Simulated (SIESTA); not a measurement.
## BAs: equation of state with PBEsol

**What was measured.**

From “Basic Physical Properties of Cubic Boron Arsenide”, 2019, arxiv:1911.11281, for a bulk crystal of BAs: bulk modulus 148 GPa.

The system is BAs.

```
CELL_PARAMETERS angstrom
0.00000 2.38850 2.38850
2.38850 0.00000 2.38850
2.38850 2.38850 0.00000
ATOMIC_POSITIONS crystal
As 0.75000 0.75000 0.75000
B 0.00000 0.00000 0.00000
```

```yaml
Program: SIESTA 5.4.2
Task: equation of state
Functional: PBEsol
Potentials_or_basis: PseudoDojo 0.4 standard (PBEsol files)
Basis: DZP (energy shift 0.002 Ry)
Grid_cutoff: 500 Ry
Energy_shift: 0.002 Ry
k_mesh: 10 × 10 × 10
Occupations: fermi-dirac, width 0.05 eV
Spin: no spin polarisation
```

```
Equilibrium volume                      : 13.99 Å³/atom
Bulk modulus                            : 126 GPa
Pressure derivative of the bulk modulus : 4.7 (rough: it moves with the points fitted)
```

Energy against volume, from the lowest point:
```
volume (Å³/atom)  energy (meV/atom)
          12.809              45.96
          13.081              26.04
          13.354              12.10
          13.626               3.55
          13.899               0.00
          14.171               0.65
          14.444               5.17
```

All runs of the series together: 6.2 min on 1 thread of Arm Neoverse V1, with other jobs on the host.

A measured bulk modulus of BAs is 148 GPa (quoted in “Basic Physical Properties of Cubic Boron Arsenide”, 2019, arxiv:1911.11281); the calculated 126 GPa misses it by -15.1 %. The fit is for a static lattice scaled at fixed shape and fixed fractional positions.

Caveat: semicore shells carry a single zeta, which can move pressures by several GPa and volumes by a few percent; the basis of atomic orbitals isn't converged, which shifts pressures, moduli and gaps.
